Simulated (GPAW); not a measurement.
Runs of GPAW 26.7.0 on Hf. The structure is hexagonal, space group P6_3/mmc (No. 194). The conventional cell has a = 3.197 Å, b = 3.197 Å, c = 5.058 Å, α = 90.00°, β = 90.00°, γ = 120.00°. Hf (site symmetry -6m2) has 12 Hf at 3.13 to 3.20 Å as nearest neighbours. 

| task | level | potentials or basis | cell | smearing | smearing order | band path | band points | eigensolver | optimizer | gap on the mesh (eV) | pressure (GPa) | relaxed volume (Å³/atom) |
| --- | --- | --- | --- | --- | --- | --- | --- | --- | --- | --- | --- | --- |
| single point | PBE+D4 | GPAW PAW data sets (gpaw-data 1.2.1), pw | as given | methfessel-paxton 0.1 eV | 1 | - | - | - | - | none | (b) | - |
| band structure | LDA | the program's PAW data sets (release 1.2.1) made for this functional, pw | as given | fermi-dirac 0.05 eV | - | GMKGALHA,LM,KH | 100 | - | - | - | -7.5 | - |
| single point | PBE | GPAW PAW data sets (gpaw-data 1.2.1), pw | as given | gaussian 0.027 eV | - | - | - | - | - | none | 0.9 | - |
| relaxation of cell and atoms | BLYP+D4 | PAW data sets generated in the run's folder for this functional, pw | relaxed | fermi-dirac 0.05 eV | - | - | - | davidson | BFGS | none | 0.0 | 22.54 |
| single point | PBE | GPAW PAW data sets (gpaw-data 1.2.1), pw | as given | gaussian 0.011 eV | - | - | - | - | - | none | 0.9 | - |
| single point | LDA | the program's PAW data sets (release 1.2.1) made for this functional, pw | as given | gaussian 0.02 eV | - | - | - | - | - | none | -7.7 | - |
| relaxation of cell and atoms | PBE | GPAW PAW data sets (gpaw-data 1.2.1), pw | relaxed | fermi-dirac 0.05 eV | - | - | - | - | LBFGS | none | 0.0 | 22.57 |
| single point | RPBE | the program's PAW data sets (release 1.2.1) made for this functional, pw | as given | gaussian 0.02 eV | - | - | - | - | - | none | (a) | - |

Alike in all rows: no spin polarisation; k mesh 10 × 10 × 5; cutoff (eV) 600.

Q: Estimate the missing entries.

A: (a) 3.8; (b) -0.7.

Caveats: pairwise dispersion overbinds metals, which lowers pressure and volume (some runs); later steps reuse the first step's grids (some runs); this smearing can pin the Fermi level at a band edge (some runs); spin-orbit coupling is left out, which moves the levels of the heavy elements (some runs).

A k mesh can miss the band edges, and the runs leave out spin-orbit coupling on Hf.

A gap of «none» marks a metal or a gap under the smearing width.
